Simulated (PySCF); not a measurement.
## SnTe under changes of volume

One of the cells (31.281 Å³/atom); the others are scaled copies at fixed shape and fractional positions:

```
Te Sn
1.0
     0.00000    3.15085    3.15085
     3.15085    0.00000    3.15085
     3.15085    3.15085    0.00000
Te Sn
1 1
Direct
  0.50000 0.50000 0.50000
  0.00000 0.00000 0.00000
```

* Program: PySCF 2.14.0
* Functional: PBE
* Potentials or basis: DZVP-MOLOPT-SR/GTH-PBE (potentials made for PBE)
* k mesh: 6 × 6 × 6
* Occupations: fermi-dirac, width 0.05 eV
* Spin: no spin polarisation

```csv
volume (Å³/atom),energy over the lowest point (meV/atom),gap on the mesh (eV)
29.404,?,?
30.030,52.90,0.19
30.656,33.99,0.12
31.281,19.72,0.07
31.907,9.58,0.01
32.532,3.12,0.04
33.158,0.00,0.09
```

Problem. What does the run at 29.404 Å³/atom give?

Solution. Energy over the lowest point 77.03 meV/atom; gap on the mesh 0.19 eV.

Worked out: A Birch-Murnaghan fit of order 3 (a polynomial in V^(-2/3)) to the other rows has its minimum at 33.50 Å³/atom, just outside them, with B0 = V·E''(V) = 38 GPa and B' = 4.8. It gives 76.98 meV/atom at 29.404 Å³/atom, against the run's 77.03.

Energies are extrapolated to zero smearing.

Caveats: spin-orbit coupling is left out, which moves the levels of the heavy elements; the basis of atomic orbitals isn't converged, which shifts pressures, moduli and gaps.

A mesh can miss the band edges.
